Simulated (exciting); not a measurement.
# Bi (P2/m) in exciting: reference runs

Aim: a first look at Bi with PBE, on the cell as given.

All numbers are computed with exciting (release sodium); they aren't measurements. Logs are shortened: lines on timing, memory, paths and dates and some standing lists are left out, and cuts for length are marked.

### 1 The structure

Symmetry: P2/m, No. 10, monoclinic system. The conventional cell has a = 3.238 Å, b = 3.222 Å, c = 6.444 Å, α = 90.00°, β = 90.72°, γ = 90.00°. Bi (site symmetry m) has 6 Bi at 3.22 to 3.24 Å as nearest neighbours.

This isn't the form of Bi at room conditions, which is rhombohedral.

### 2 Single point, PBE

input.xml reads:

```xml
<input>
  <title>Bi</title>
  <structure speciespath="./" tshift="false">
    <crystal scale="1">
      <basevect>6.119644193434 0.000000000000 0.000000000000</basevect>
      <basevect>0.000000000000 6.088023546030 0.000000000000</basevect>
      <basevect>-0.152037687267 0.000000000000 12.177184987245</basevect>
    </crystal>
    <species speciesfile="Bi.xml" rmt="2.3">
      <atom coord="0.544247250000 0.000000000000 0.749577890000"/>
      <atom coord="0.455752750000 0.000000000000 0.250422110000"/>
    </species>
  </structure>
  <groundstate do="fromscratch" ngridk="8 8 4" rgkmax="9" gmaxvr="14" lmaxapw="10" lmaxmat="10" lmaxvr="8" xctype="GGA_PBE" stype="Fermi Dirac" swidth="0.00183747" nempty="10" ValenceRelativity="iora*" epsengy="1e-05" epspot="1e-05" maxscl="60" tforce="true" outputlevel="normal"/>
</input>
```

Potentials or basis: all-electron LAPW+lo, shipped species files, valence relativity iora*.

Started as:

```bash
> OMP_NUM_THREADS=1 exciting_smp
```

INFO.OUT:

```text
================================================================================
EXCITING SODIUM started
[... 10 lines left out ...]

 Lattice vectors (cartesian) :
      6.1196441934      0.0000000000      0.0000000000
      0.0000000000      6.0880235460      0.0000000000
     -0.1520376873      0.0000000000     12.1771849872

 Reciprocal lattice vectors (cartesian) :
      1.0267239579     -0.0000000000      0.0128191151
      0.0000000000      1.0320566699     -0.0000000000
      0.0000000000      0.0000000000      0.5159801148

 Unit cell volume                           :     453.6797545156
 Brillouin zone volume                      :       0.5467517802

 Species :    1 (Bi)
     parameters loaded from                 :    Bi.xml
     name                                   :    bismuth
     nuclear charge                         :     -83.00000000
     electronic charge                      :      83.00000000
     atomic mass                            :  380947.92830000
     muffin-tin radius                      :       2.30000000
     # of radial points in muffin-tin       :     450

     atomic positions (lattice) :
       1 :   0.54424725  0.00000000  0.74957789
       2 :   0.45575275  0.00000000  0.25042211

 Total number of atoms per unit cell        :       2

 Spin treatment                             :    spin-unpolarised

 Number of Bravais lattice symmetries       :       4
 Number of crystal symmetries               :       4

 k-point grid                               :       8    8    4
 Total number of k-points                   :      90
 k-point set is reduced with crystal symmetries

 R^MT_min * |G+k|_max (rgkmax)              :       9.00000000
 Species with R^MT_min                      :       1 (Bi)
 Maximum |G+k| for APW functions            :       3.91304348
 Maximum |G| for potential and density      :      14.00000000

 G-vector grid sizes                        :      30    30    60
 Total number of G-vectors                  :   21049

 Maximum angular momentum used for
     APW functions                          :      10
     computing H and O matrix elements      :      10
     potential and density                  :       8
     inner part of muffin-tin               :       2

 Total nuclear charge                       :    -166.00000000
 Total electronic charge                    :     166.00000000
 Total core charge                          :     136.00000000
 Total valence charge                       :      30.00000000

 Number of empty states                     :      10
 Total number of valence states             :      26

 Maximum Hamiltonian size                   :     511
 Maximum number of plane-waves              :     483
 Total number of local-orbitals             :      28

 Exchange-correlation type                  :      20
     Perdew-Burke-Ernzerhof, Phys. Rev. Lett. 77, 3865 (1996)
     Generalised gradient approximation (GGA)

 Smearing scheme                            :    Fermi-Dirac
 Smearing width                             :       0.00183747

 Using multisecant Broyden potential mixing
[... 16 lines left out ...]
+ SCF iteration number :    1                                                  +
++++++++++++++++++++++++++++++++++++++++++++++++++++++++++++++++++++++++++++++++
 Total energy                               :    -43157.79689587
 _______________________________________________________________
 Fermi energy                               :         0.26258535
 Kinetic energy                             :     50497.41224812
 Coulomb energy                             :    -92857.79420088
 Exchange energy                            :      -787.17301278
 Correlation energy                         :       -10.24193032

 DOS at Fermi energy (states/Ha/cell)       :        50.18330897

 Electron charges :
     core                                   :       136.00000000
     core leakage                           :         0.01627668
     valence                                :        30.00000000
     interstitial                           :         6.44009068
     charge in muffin-tin spheres :
                  atom     1    Bi          :        79.77995466
                  atom     2    Bi          :        79.77995466
     total charge in muffin-tins            :       159.55990932
     total charge                           :       166.00000000

++++++++++++++++++++++++++++++++++++++++++++++++++++++++++++++++++++++++++++++++
+ SCF iteration number :    2                                                  +
++++++++++++++++++++++++++++++++++++++++++++++++++++++++++++++++++++++++++++++++
 Total energy                               :    -43160.31102388
 _______________________________________________________________
 Fermi energy                               :         0.25901535
 Kinetic energy                             :     50495.14233661
 Coulomb energy                             :    -92858.01050443
 Exchange energy                            :      -787.20062985
 Correlation energy                         :       -10.24222621

 DOS at Fermi energy (states/Ha/cell)       :        50.23132971

 Electron charges :
     core                                   :       136.00000000
     core leakage                           :         0.01617719
     valence                                :        30.00000000
     interstitial                           :         6.42492686
     charge in muffin-tin spheres :
                  atom     1    Bi          :        79.78753657
                  atom     2    Bi          :        79.78753657
     total charge in muffin-tins            :       159.57507314
     total charge                           :       166.00000000
[... 296 lines left out ...]
++++++++++++++++++++++++++++++++++++++++++++++++++++++++++++++++++++++++++++++++
+ SCF iteration number :   13                                                  +
++++++++++++++++++++++++++++++++++++++++++++++++++++++++++++++++++++++++++++++++
 Total energy                               :    -43163.11185678
 _______________________________________________________________
 Fermi energy                               :         0.24910130
 Kinetic energy                             :     50491.52720239
 Coulomb energy                             :    -92857.18020872
 Exchange energy                            :      -787.21641384
 Correlation energy                         :       -10.24243660

 DOS at Fermi energy (states/Ha/cell)       :        50.33574307

 Electron charges :
     core                                   :       136.00000000
     core leakage                           :         0.01602688
     valence                                :        30.00000000
     interstitial                           :         6.40521868
     charge in muffin-tin spheres :
                  atom     1    Bi          :        79.79739066
                  atom     2    Bi          :        79.79739066
     total charge in muffin-tins            :       159.59478132
     total charge                           :       166.00000000

 RMS change in effective potential (target) :  0.220335E-08  ( 0.100000E-04)
 Absolute change in total energy   (target) :  0.852648E-06  ( 0.100000E-04)
 Charge distance                   (target) :  0.387405E-09  ( 0.100000E-04)
 Abs. change in max-nonIBS-force   (target) :  0.145648E-06  ( 0.500000E-04)

++++++++++++++++++++++++++++++++++++++++++++++++++++++++++++++++++++++++++++++++
| Convergency criteria checked for the last 2 iterations                       +
| Convergence targets achieved. Performing final SCF iteration                 +
++++++++++++++++++++++++++++++++++++++++++++++++++++++++++++++++++++++++++++++++
 Total energy                               :    -43163.11185986
 _______________________________________________________________
 Fermi energy                               :         0.24910130
 Kinetic energy                             :     50491.52720094
 Coulomb energy                             :    -92857.18021029
 Exchange energy                            :      -787.21641391
 Correlation energy                         :       -10.24243660

 DOS at Fermi energy (states/Ha/cell)       :        50.33574308

 Electron charges :
     core                                   :       136.00000000
     core leakage                           :         0.01602688
     valence                                :        30.00000000
     interstitial                           :         6.40521869
     charge in muffin-tin spheres :
                  atom     1    Bi          :        79.79739066
                  atom     2    Bi          :        79.79739066
     total charge in muffin-tins            :       159.59478131
     total charge                           :       166.00000000

++++++++++++++++++++++++++++++++++++++++++++++++++++++++++++++++++++++++++++++++
+ Self-consistent loop stopped                                                 +
++++++++++++++++++++++++++++++++++++++++++++++++++++++++++++++++++++++++++++++++
 STATE.OUT is written

--------------------------------------------------------------------------------
- Writing atomic positions and forces                                          -
--------------------------------------------------------------------------------

 Atomic positions (lattice) :
 atom     1  Bi  :     0.54424725    0.00000000    0.74957789
 atom     2  Bi  :     0.45575275    0.00000000    0.25042211

 Total atomic forces including IBS (cartesian) :
 atom     1  Bi  :     0.00023815    0.00000000   -0.00022085
 atom     2  Bi  :    -0.00023815    0.00000000    0.00022085

 Atomic force components including IBS (cartesian) :
 atom     1  Bi  :    -0.01889339    0.00000000   -0.00324172   HF force
                 :    -0.03421428   -0.00000000   -0.02067389   core correction
                 :     0.05334582    0.00000000    0.02369476   IBS correction
 atom     2  Bi  :     0.01889339   -0.00000000    0.00324172   HF force
                 :     0.03421428    0.00000000    0.02067389   core correction
                 :    -0.05334582    0.00000000   -0.02369476   IBS correction

********************************************************************************
* Groundstate module stopped                                                   *
********************************************************************************

--------------------------------------------------------------------------------
- CAUTION! Warnings have been written in file WARNING.OUT !                    -
--------------------------------------------------------------------------------
================================================================================
| EXCITING SODIUM stopped                                                      =
================================================================================
```

It took 6.9 min on 1 thread of Arm Neoverse V1, shared host; peak memory 0.15 GiB.

What came out:

- Free energy: -1174528.1226 eV
- Largest force: 0.017 eV/Å
- Band gap on the k mesh: none (metal or under the smearing width)
- All electrons inside the program's atomic spheres: Bi 79.80 (radii Bi 2.3 bohr)

Forces on the atoms (eV/Å):
```
Bi   0.012  0.000 -0.011
Bi  -0.012  0.000  0.011
```

Levels at points of the mesh, in eV from the Fermi level:
```
           k point  band 12  band 13  band 14  band 15  band 16  band 17  band 18  band 19
(0.00, 0.00, 0.00)   -11.26    -5.04     3.23     3.27     3.29     4.84     5.24     6.58
(0.50, 0.00, 0.00)    -9.39    -5.00    -3.21    -3.07     2.42     5.23     5.50     7.20
(0.00, 0.50, 0.00)    -9.30    -5.05    -3.15    -3.13     2.76     5.19     5.23     6.91
(0.50, 0.50, 0.00)    -7.39    -3.16    -3.09    -1.43    -1.39    -1.26     2.79     4.99
(0.00, 0.00, 0.50)   -12.44    -1.81    -1.78     3.92     4.01     4.11     4.13     7.68
(0.50, 0.00, 0.50)   -10.52    -4.32    -4.29     0.19     0.28     5.41     5.46     6.06
(0.00, 0.50, 0.50)   -10.48    -4.28    -4.27     0.21     0.25     5.46     5.46     5.92
(0.50, 0.50, 0.50)    -8.55    -2.44    -2.42    -2.40    -2.39     2.16     2.26     3.48
```

Caveat: the log's total energy holds no entropy term; the free energy is that total less TS from the occupations; spin-orbit coupling is left out, which moves the levels of the heavy elements.
